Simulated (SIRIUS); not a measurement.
# Bi2Te2Se (R-3m) in SIRIUS: reference runs

Reference runs on Bi2Te2Se: the cell as given.

All numbers are computed with SIRIUS 7.12.0; they aren't measurements. Logs are shortened: lines on timing, memory, paths and dates and some standing lists are left out, and cuts for length are marked. The log counts tension as positive stress, the text compression.

## Step 1: Starting point

Symmetry: R-3m, No. 166, trigonal system. Conventional cell: a = 4.322 Å, b = 4.322 Å, c = 31.757 Å, α = 90.00°, β = 90.00°, γ = 120.00°. Bi (site symmetry 3m) has 3 Te at 3.05 Å and 3 Se at 3.11 Å as nearest neighbours. Te (site symmetry 3m) has 3 Bi at 3.05 Å as nearest neighbours. Se (site symmetry -3m) has 6 Bi at 3.11 Å as nearest neighbours.

The cell is a database's computed one.

## Step 2: Single point, PBEsol

Contents of sirius.json:

```json
{
  "control": {
    "processing_unit": "cpu",
    "std_evp_solver_name": "lapack",
    "gen_evp_solver_name": "lapack",
    "verbosity": 2,
    "print_forces": true,
    "ortho_rf": true,
    "use_second_variation": true,
    "rmt_max": 3.0,
    "num_bands_to_print": 24,
    "save_wf": true
  },
  "parameters": {
    "electronic_structure_method": "full_potential_lapwlo",
    "xc_functionals": ["XC_GGA_X_PBE_SOL", "XC_GGA_C_PBE_SOL"],
    "core_relativity": "dirac",
    "valence_relativity": "iora",
    "num_fv_states": 80,
    "smearing": "fermi_dirac",
    "smearing_width": 0.0018374661,
    "pw_cutoff": 20,
    "gk_cutoff": 3.5,
    "lmax_apw": 11,
    "lmax_rho": 8,
    "lmax_pot": 8,
    "num_mag_dims": 0,
    "auto_rmt": 0,
    "ngridk": [7, 7, 7],
    "shiftk": [0, 0, 0],
    "num_dft_iter": 80,
    "energy_tol": 1e-07,
    "density_tol": 1e-05,
    "use_symmetry": true
  },
  "settings": {"tol_ne": 1e-10},
  "iterative_solver": {"type": "exact"},
  "mixer": {"type": "anderson", "beta": 0.5, "max_history": 8},
  "unit_cell": {
    "lattice_vectors": [
      [4.0836391235, 2.3576901473, 20.0038305433],
      [-4.0836391235, 2.3576901473, 20.0038305433],
      [0.0, -4.7153802945, 20.0038305433]
    ],
    "atom_types": ["Bi", "Se", "Te"],
    "atom_files": {"Bi": "Bi.json", "Se": "Se.json", "Te": "Te.json"},
    "atoms": {
      "Bi": [[0.39172124, 0.39172124, 0.39172124], [0.60827876, 0.60827876, 0.60827876]],
      "Se": [[0.0, 0.0, 0.0]],
      "Te": [[0.78040487, 0.78040487, 0.78040487], [0.21959513, 0.21959513, 0.21959513]]
    }
  }
}
```

Contents of Bi.json:

```json
{
  "name": "bismuth",
  "symbol": "Bi",
  "number": 83,
  "mass": 208.9804,
  "rmin": 1e-06,
[... 20 lines left out ...]
    },
    {
      "l": 0,
      "basis": [{"enu": -0.0724, "dme": 0, "n": 0, "auto": 0}, {"enu": 1.6364, "dme": 0, "n": 0, "auto": 0}]
    },
    {"l": 1, "basis": [{"enu": 0.06, "dme": 0, "n": 0, "auto": 0}, {"enu": 0.06, "dme": 1, "n": 0, "auto": 0}]},
    {
      "l": 1,
      "basis": [{"enu": -3.2823, "dme": 0, "n": 5, "auto": 1}, {"enu": -3.2823, "dme": 1, "n": 5, "auto": 1}]
    },
[... 11 lines left out ...]
      "l": 2,
      "basis": [{"enu": -0.7665, "dme": 1, "n": 5, "auto": 1}, {"enu": 0.06, "dme": 0, "n": 0, "auto": 0}]
    },
    {"l": 2, "basis": [{"enu": 0.06, "dme": 0, "n": 0, "auto": 0}, {"enu": 3.0219, "dme": 0, "n": 0, "auto": 0}]},
    {"l": 3, "basis": [{"enu": 0.06, "dme": 0, "n": 0, "auto": 0}, {"enu": 0.06, "dme": 1, "n": 0, "auto": 0}]},
    {
      "l": 3,
      "basis": [{"enu": -5.4029, "dme": 0, "n": 4, "auto": 1}, {"enu": -5.4029, "dme": 1, "n": 4, "auto": 1}]
    },
    {
      "l": 3,
      "basis": [{"enu": -5.4029, "dme": 1, "n": 4, "auto": 1}, {"enu": 0.06, "dme": 0, "n": 0, "auto": 0}]
    },
    {"l": 3, "basis": [{"enu": 0.06, "dme": 0, "n": 0, "auto": 0}, {"enu": 3.3637, "dme": 0, "n": 0, "auto": 0}]},
    {"l": 4, "basis": [{"enu": 0.06, "dme": 0, "n": 0, "auto": 0}, {"enu": 0.06, "dme": 1, "n": 0, "auto": 0}]},
    {"l": 4, "basis": [{"enu": 0.06, "dme": 0, "n": 0, "auto": 0}, {"enu": 2.7941, "dme": 0, "n": 0, "auto": 0}]}
  ],
  "free_atom": [... radial grid and density of the free atom, the start of the SCF ...]
}
```

Contents of Se.json:

```json
{
  "name": "selenium",
  "symbol": "Se",
  "number": 34,
  "mass": 78.96,
  "rmin": 1e-06,
  "rmt": 2.4,
  "nrmt": 800,
  "rinf": 13.6,
  "core": "1s2s2p3s",
  "valence": [
    {"basis": [{"enu": -0.04, "dme": 0, "n": 0, "auto": 0}, {"enu": -0.04, "dme": 1, "n": 0, "auto": 0}]},
    {"l": 0, "n": 1, "basis": [{"enu": -0.0883, "dme": 0, "n": 0, "auto": 0}]},
    {"l": 1, "n": 2, "basis": [{"enu": 0.06, "dme": 0, "n": 0, "auto": 0}]},
    {"l": 2, "n": 3, "basis": [{"enu": 0.06, "dme": 0, "n": 0, "auto": 0}]},
    {"l": 3, "n": 4, "basis": [{"enu": 0.06, "dme": 0, "n": 0, "auto": 0}]}
  ],
  "lo": [
    {
      "l": 0,
      "basis": [{"enu": -0.0883, "dme": 0, "n": 0, "auto": 0}, {"enu": -0.0883, "dme": 1, "n": 0, "auto": 0}]
    },
    {
      "l": 0,
      "basis": [{"enu": -0.0883, "dme": 1, "n": 0, "auto": 0}, {"enu": -0.0883, "dme": 2, "n": 0, "auto": 0}]
    },
    {
      "l": 0,
      "basis": [{"enu": -0.0883, "dme": 0, "n": 0, "auto": 0}, {"enu": 1.995, "dme": 0, "n": 0, "auto": 0}]
    },
    {"l": 1, "basis": [{"enu": 0.06, "dme": 0, "n": 0, "auto": 0}, {"enu": 0.06, "dme": 1, "n": 0, "auto": 0}]},
    {
      "l": 1,
      "basis": [{"enu": -5.3006, "dme": 0, "n": 3, "auto": 1}, {"enu": -5.3006, "dme": 1, "n": 3, "auto": 1}]
    },
    {
      "l": 1,
      "basis": [{"enu": -5.3006, "dme": 1, "n": 3, "auto": 1}, {"enu": 0.06, "dme": 0, "n": 0, "auto": 0}]
    },
    {"l": 1, "basis": [{"enu": 0.06, "dme": 0, "n": 0, "auto": 0}, {"enu": 3.2544, "dme": 0, "n": 0, "auto": 0}]},
    {"l": 2, "basis": [{"enu": 0.06, "dme": 0, "n": 0, "auto": 0}, {"enu": 0.06, "dme": 1, "n": 0, "auto": 0}]},
    {
      "l": 2,
      "basis": [{"enu": -1.6595, "dme": 0, "n": 3, "auto": 1}, {"enu": -1.6595, "dme": 1, "n": 3, "auto": 1}]
    },
    {
      "l": 2,
      "basis": [{"enu": -1.6595, "dme": 1, "n": 3, "auto": 1}, {"enu": 0.06, "dme": 0, "n": 0, "auto": 0}]
    },
    {"l": 2, "basis": [{"enu": 0.06, "dme": 0, "n": 0, "auto": 0}, {"enu": 3.6711, "dme": 0, "n": 0, "auto": 0}]},
    {"l": 3, "basis": [{"enu": 0.06, "dme": 0, "n": 0, "auto": 0}, {"enu": 0.06, "dme": 1, "n": 0, "auto": 0}]},
    {"l": 3, "basis": [{"enu": 0.06, "dme": 0, "n": 0, "auto": 0}, {"enu": 3.0808, "dme": 0, "n": 0, "auto": 0}]}
  ],
  "free_atom": [... radial grid and density of the free atom, the start of the SCF ...]
}
```

Contents of Te.json:

```json
{
  "name": "tellurium",
  "symbol": "Te",
  "number": 52,
  "mass": 127.6,
  "rmin": 1e-06,
  "rmt": 2.54,
  "nrmt": 800,
  "rinf": 14.28,
  "core": "1s2s2p3s3p3d",
  "valence": [
    {"basis": [{"enu": -0.04, "dme": 0, "n": 0, "auto": 0}, {"enu": -0.04, "dme": 1, "n": 0, "auto": 0}]},
[... 22 lines left out ...]
    {"l": 1, "basis": [{"enu": 0.06, "dme": 0, "n": 0, "auto": 0}, {"enu": 0.06, "dme": 1, "n": 0, "auto": 0}]},
    {
      "l": 1,
      "basis": [{"enu": -3.906, "dme": 0, "n": 4, "auto": 1}, {"enu": -3.906, "dme": 1, "n": 4, "auto": 1}]
    },
    {"l": 1, "basis": [{"enu": -3.906, "dme": 1, "n": 4, "auto": 1}, {"enu": 0.06, "dme": 0, "n": 0, "auto": 0}]},
    {"l": 1, "basis": [{"enu": 0.06, "dme": 0, "n": 0, "auto": 0}, {"enu": 2.912, "dme": 0, "n": 0, "auto": 0}]},
    {"l": 2, "basis": [{"enu": 0.06, "dme": 0, "n": 0, "auto": 0}, {"enu": 0.06, "dme": 1, "n": 0, "auto": 0}]},
    {
      "l": 2,
      "basis": [{"enu": -1.2502, "dme": 0, "n": 4, "auto": 1}, {"enu": -1.2502, "dme": 1, "n": 4, "auto": 1}]
    },
    {
      "l": 2,
      "basis": [{"enu": -1.2502, "dme": 1, "n": 4, "auto": 1}, {"enu": 0.06, "dme": 0, "n": 0, "auto": 0}]
    },
    {"l": 2, "basis": [{"enu": 0.06, "dme": 0, "n": 0, "auto": 0}, {"enu": 3.284, "dme": 0, "n": 0, "auto": 0}]},
    {"l": 3, "basis": [{"enu": 0.06, "dme": 0, "n": 0, "auto": 0}, {"enu": 0.06, "dme": 1, "n": 0, "auto": 0}]},
    {"l": 3, "basis": [{"enu": 0.06, "dme": 0, "n": 0, "auto": 0}, {"enu": 2.757, "dme": 0, "n": 0, "auto": 0}]}
  ],
  "free_atom": [... radial grid and density of the free atom, the start of the SCF ...]
}
```

Contents of sirius_start.json:

```json
{
  "control": {
    "processing_unit": "cpu",
    "std_evp_solver_name": "lapack",
    "gen_evp_solver_name": "lapack",
    "verbosity": 1,
    "print_forces": false,
    "ortho_rf": true,
    "use_second_variation": true,
    "rmt_max": 3.0,
    "num_bands_to_print": 24,
    "save_wf": false
  },
  "parameters": {
    "electronic_structure_method": "full_potential_lapwlo",
    "xc_functionals": ["XC_LDA_X", "XC_LDA_C_PW"],
    "core_relativity": "dirac",
    "valence_relativity": "iora",
    "num_fv_states": 80,
    "smearing": "fermi_dirac",
    "smearing_width": 0.0055123983,
    "pw_cutoff": 20,
    "gk_cutoff": 2.8,
    "lmax_apw": 11,
    "lmax_rho": 8,
    "lmax_pot": 8,
    "num_mag_dims": 0,
    "auto_rmt": 0,
    "ngridk": [3, 3, 3],
    "shiftk": [0, 0, 0],
    "num_dft_iter": 30,
    "energy_tol": 0.01,
    "density_tol": 0.05,
    "use_symmetry": true
  },
  "settings": {"tol_ne": 1e-10},
  "iterative_solver": {"type": "exact"},
  "mixer": {"type": "anderson", "beta": 0.5, "max_history": 8},
  "unit_cell": {
    "lattice_vectors": [
      [4.0836391235, 2.3576901473, 20.0038305433],
      [-4.0836391235, 2.3576901473, 20.0038305433],
      [0.0, -4.7153802945, 20.0038305433]
    ],
    "atom_types": ["Bi", "Se", "Te"],
    "atom_files": {"Bi": "Bi.json", "Se": "Se.json", "Te": "Te.json"},
    "atoms": {
      "Bi": [[0.39172124, 0.39172124, 0.39172124], [0.60827876, 0.60827876, 0.60827876]],
      "Se": [[0.0, 0.0, 0.0]],
      "Te": [[0.78040487, 0.78040487, 0.78040487], [0.21959513, 0.21959513, 0.21959513]]
    }
  }
}
```

Potentials or basis: all-electron FP-LAPW, apw+lo standard.

Launch:

```console
$ OMP_NUM_THREADS=1 sirius.scf --input=sirius_start.json --output=start.json
$ OMP_NUM_THREADS=1 sirius.scf --input=sirius.json --output=output.json --task=1
```

The program printed:

```text
Warning in function "init_step_function" at src/lapw/step_function.hpp:120
step function gives a wrong volume for IT region
  difference with exact value : 1.12891e-10
[info] SIRIUS version : 7.12.0
[info] number of MPI ranks           : 1
[info] MPI grid                      : 1 1
[info] maximum number of OMP threads : 1
[fft] FFT context for density and potential
[fft] =====================================
[fft]   plane wave cutoff                     : 20
[fft]   grid size                             : 135 135 135   total : 2460375
[fft]   grid limits                           : -67 67   -67 67   -67 67
[fft]   number of G-vectors within the cutoff : 155743
[fft]   number of G-shells                    : 14133
[fft] FFT context for coarse grid
[fft] =====================================
[fft]   plane wave cutoff                     : 7
[fft]   grid size                             : 48 48 48   total : 110592
[fft]   grid limits                           : -23 24   -23 24   -23 24
[fft]   number of G-vectors within the cutoff : 6663
[fft]   number of G-shells                    : 701
[unit cell] lattice vectors
[unit cell]   a1 :       4.0836391235      2.3576901473     20.0038305433
[unit cell]   a2 :      -4.0836391235      2.3576901473     20.0038305433
[unit cell]   a3 :       0.0000000000     -4.7153802945     20.0038305433
[unit cell] reciprocal lattice vectors
[unit cell]   b1 :       0.7693120177      0.4441625005      0.1046997023
[unit cell]   b2 :      -0.7693120177      0.4441625005      0.1046997023
[unit cell]   b3 :       0.0000000000     -0.8883250010      0.1046997023
[unit cell] unit cell volume :      1155.57596898 [a.u.^3]
[unit cell] 1/sqrt(omega)    :         0.02941716
[unit cell] MT volume        :       351.09341196 (30.38%)
[unit cell] IT volume        :       804.48255703 (69.62%)
[unit cell] number of atom types : 3
[unit cell] type id : 0 symbol : Bi mt_radius :   2.650000 num_atoms : 2
[unit cell] type id : 1 symbol : Se mt_radius :   2.400000 num_atoms : 1
[unit cell] type id : 2 symbol : Te mt_radius :   2.540000 num_atoms : 2
[unit cell] total number of atoms : 5
[... 621 lines left out ...]
  target value : 304
  difference : 6.01197e-05
  total core leakage : 4.99101e-05
    atom class : 0, core leakage : 2.35977e-05
    atom class : 1, core leakage : 2.71463e-06
    atom class : 2, core leakage : 8.47134e-12
[find] Charges and magnetic moments
[find] --------------------------------------------------------------------------------
[find] atom      charge    core leakage
[find] --------------------------------------------------------------------------------
[find]    0   80.689030    2.359775e-05
[find]    1   80.689030    2.359775e-05
[find]    2   32.422676    2.714631e-06
[find]    3   49.731846    8.471335e-12
[find]    4   49.731846    8.471335e-12
[find] total core leakage    : 4.99101453e-05
[find] interstitial charge   : 10.735510
[find] total charge          : 303.999940
[find] Energy
[find] --------------------------------------------------------------------------------
[find] valence_eval_sum               :    -340.99827510
[find] core_eval_sum                  :  -36081.47006782
[find] kinetic energy                 :   67308.91851075
[find] enuc                           :  -74194.01920696
[find] <rho|V^{XC}>                   :   -1603.99780589
[find] <rho|E^{XC}>                   :   -1218.50112450
[find] <mag|B^{XC}>                   :       0.00000000
[find] <rho|V^{H}>                    : -102127.38904778
[find] smearing (-TS)                 :      -0.00000397
[find] SCF correction                 :      -0.00000814
[find] Total energy                   :  -59167.29635274 (Ha), -118334.59270548 (Ry)
[find] Free energy (E-TS)             :  -59167.29635671 (Ha), -118334.59271342 (Ry)
[find] band gap (eV)                  :       0.40848227
[find] Efermi                         :       0.16172306
[ground_state]
[ground_state] ==== total Forces in Ha/bohr =====
[ground_state] atom:    0, force:       0.0000000     -0.0000000     -0.0011015
[ground_state] atom:    1, force:      -0.0000000      0.0000000      0.0011015
[ground_state] atom:    2, force:       0.0000000      0.0000000      0.0000000
[ground_state] atom:    3, force:       0.0000000     -0.0000000     -0.0004677
[ground_state] atom:    4, force:      -0.0000000      0.0000000      0.0004677
[ground_state] ==== contribution from density =====
[ground_state] atom:    0, force:       0.0000000     -0.0000000     -0.1820755
[ground_state] atom:    1, force:      -0.0000000      0.0000000      0.1820755
[ground_state] atom:    2, force:       0.0000000      0.0000000      0.0000000
[ground_state] atom:    3, force:      -0.0000000     -0.0000000     -0.1688475
[ground_state] atom:    4, force:      -0.0000000      0.0000000      0.1688475
[ground_state] ==== contribution from Hartree potential =====
[ground_state] atom:    0, force:       0.0000000      0.0000000      0.1423342
[ground_state] atom:    1, force:      -0.0000000     -0.0000000     -0.1423342
[ground_state] atom:    2, force:       0.0000000      0.0000000      0.0000000
[ground_state] atom:    3, force:       0.0000000      0.0000000      0.2701658
[ground_state] atom:    4, force:       0.0000000     -0.0000000     -0.2701658
[ground_state] ==== contribution from IBS =====
[ground_state] atom:    0, force:       0.0000000      0.0000000      0.0386398
[ground_state] atom:    1, force:       0.0000000     -0.0000000     -0.0386398
[ground_state] atom:    2, force:       0.0000000      0.0000000      0.0000000
[ground_state] atom:    3, force:       0.0000000     -0.0000000     -0.1017860
[ground_state] atom:    4, force:      -0.0000000      0.0000000      0.1017860
```

Wall time 50 min (1 thread of Intel Xeon at 2.50GHz (Skylake/Cascade Lake), shared host); peak memory 2.3 GiB.

Results:

| Property | Result |
| --- | --- |
| Free energy | -1610024.1543 eV |
| Largest force | 0.057 eV/Å |
| Band gap on the k mesh | 0.41 eV, direct |
| All electrons inside the program's atomic spheres | Bi 80.69; Te 49.73; Se 32.42 (radii Bi 2.65, Se 2.4, Te 2.54 bohr) |

Forces on the atoms (eV/Å):
```
Bi   0.000  0.000 -0.057
Bi   0.000  0.000  0.057
Te   0.000  0.000 -0.024
Te   0.000  0.000  0.024
Se   0.000  0.000  0.000
```

Levels at points of the mesh, in eV from the valence-band top:
```csv
k point,band 68,band 69,band 70,band 71,band 72,band 73
"(0.00, 0.00, 0.00)",-0.60,-0.60,0.00,0.41,1.38,1.38
```

Caveat: spin-orbit coupling is left out, which as a rule narrows the gap of such compounds by several tenths of an eV; an odd mesh through Γ misses points on the zone boundary, where band edges often lie.
